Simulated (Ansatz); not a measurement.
## MgO (rocksalt) under strain

MgO (rocksalt), relaxed with r2SCAN in the PAW code Ansatz. It is cubic, Fm-3m (No. 225); a = 4.204 Å in the conventional setting, 9.29 Å³ an atom. Around Mg lie 6 O at 2.10 Å; around O lie 6 Mg at 2.10 Å.

The axes x, y and z are those of this cell:
```
Mg O
1.0
     0.00000    2.10217    2.10217
     2.10217    0.00000    2.10217
     2.10217    2.10217    0.00000
Mg O
1 1
Direct
  0.00000 0.00000 0.00000
  0.50000 0.50000 0.50000
```

Unstrained: The PBE gap is direct at Γ: 4.797 eV. r2SCAN gives a direct gap of 5.685 eV at Γ. With HSE06 the gap is 6.541 eV and direct, at Γ. Meshes: PBE 10×10×10, r2SCAN 10×10×10, HSE06 8×8×8. Strains are changes of length per length. After each strain the atoms were relaxed again with r2SCAN within the symmetry that the strain leaves, so tilts or polar shifts that break it weren't tested; points keep the names that they have in the unstrained zone. Calculated for a static, non-magnetic cell.

Changes of the least gap in eV (an overlap counts as a negative gap):
```tsv
strain	volume change (%)	space group	PBE	r2SCAN	HSE06	G0W0@PBE (mesh)	energy rise, r2SCAN (meV/atom)
epitaxial -4.0 % in the xy plane, free normal strain +2.74 %	-5.3	I4/mmm	+0.444	+0.462	+0.460	+0.54	38.0
epitaxial -3.0 % in the xy plane, free normal strain +1.99 %	-4.0	I4/mmm	+0.336	+0.350	+0.349	+0.41	20.5
epitaxial -2.0 % in the xy plane, free normal strain +1.29 %	-2.7	I4/mmm	+0.225	+0.235	+0.234	+0.28	8.8
epitaxial -1.0 % in the xy plane, free normal strain +0.63 %	-1.4	I4/mmm	+0.112	+0.118	+0.118	+0.14	2.1
epitaxial +1.0 % in the xy plane, free normal strain -0.59 %	+1.4	I4/mmm	-0.149	-0.155	-0.166	-0.19	1.9
epitaxial +2.0 % in the xy plane, free normal strain -1.15 %	+2.8	I4/mmm	-0.298	-0.311	-0.333	-0.38	7.4
epitaxial +3.0 % in the xy plane, free normal strain -1.69 %	+4.3	I4/mmm	-0.448	-0.468	-0.500	-0.57	16.1
epitaxial +4.0 % in the xy plane, free normal strain -2.19 %	+5.8	I4/mmm	-0.596	-0.624	-0.666	-0.76	27.6
```
Unstrained, G0W0@PBE with 77 empty bands, a screening cutoff of 150 eV and a 6×6×6 mesh gives 7.23 eV on its mesh; the band count follows the volume. G0W0 values are finite-basis, finite-mesh values.

Epitaxial -4.0 % in the xy plane, free normal strain +2.74 %. HSE06: the gap goes from 6.541 to 7.001 eV (+0.460 eV); with r2SCAN the top three valence levels at Γ, degenerate before, become 1+2 from the top over 104 meV. Stress change with r2SCAN, compression positive: xx +17.94, yy +17.94, zz -0.04 GPa.

Epitaxial -3.0 % in the xy plane, free normal strain +1.99 %. HSE06: the gap goes from 6.541 to 6.890 eV (+0.349 eV); with r2SCAN the top three valence levels at Γ, degenerate before, become 1+2 from the top over 86 meV. Stress change with r2SCAN, compression positive: xx +12.63, yy +12.63, zz -0.03 GPa.

Epitaxial -2.0 % in the xy plane, free normal strain +1.29 %. HSE06: the gap goes from 6.541 to 6.775 eV (+0.234 eV); with r2SCAN the top three valence levels at Γ, degenerate before, become 1+2 from the top over 62 meV. Stress change with r2SCAN, compression positive: xx +7.90, yy +7.90, zz -0.02 GPa.

Epitaxial -1.0 % in the xy plane, free normal strain +0.63 %. HSE06: the gap goes from 6.541 to 6.659 eV (+0.118 eV); with r2SCAN the top three valence levels at Γ, degenerate before, become 1+2 from the top over 33 meV. Stress change with r2SCAN, compression positive: xx +3.70, yy +3.70, zz -0.01 GPa.

Epitaxial +1.0 % in the xy plane, free normal strain -0.59 %. HSE06: the gap goes from 6.541 to 6.375 eV (-0.166 eV); with r2SCAN the top three valence levels at Γ, degenerate before, become 2+1 from the top over 36 meV. Stress change with r2SCAN, compression positive: xx -3.27, yy -3.27, zz -0.01 GPa.

Epitaxial +2.0 % in the xy plane, free normal strain -1.15 %. HSE06: the gap goes from 6.541 to 6.208 eV (-0.333 eV); with r2SCAN the top three valence levels at Γ, degenerate before, become 2+1 from the top over 74 meV. Stress change with r2SCAN, compression positive: xx -6.14, yy -6.14, zz -0.02 GPa.

Epitaxial +3.0 % in the xy plane, free normal strain -1.69 %. HSE06: the gap goes from 6.541 to 6.041 eV (-0.500 eV); with r2SCAN the top three valence levels at Γ, degenerate before, become 2+1 from the top over 115 meV. Stress change with r2SCAN, compression positive: xx -8.64, yy -8.64, zz -0.02 GPa.

Epitaxial +4.0 % in the xy plane, free normal strain -2.19 %. HSE06: the gap goes from 6.541 to 5.875 eV (-0.666 eV); with r2SCAN the top three valence levels at Γ, degenerate before, become 2+1 from the top over 157 meV. Stress change with r2SCAN, compression positive: xx -10.82, yy -10.82, zz -0.02 GPa.

The meshes of the hybrids are coarse, so their gaps aren't converged to the digits shown.

The splittings at Γ are without spin-orbit coupling, which regroups them where it is of like size or larger.
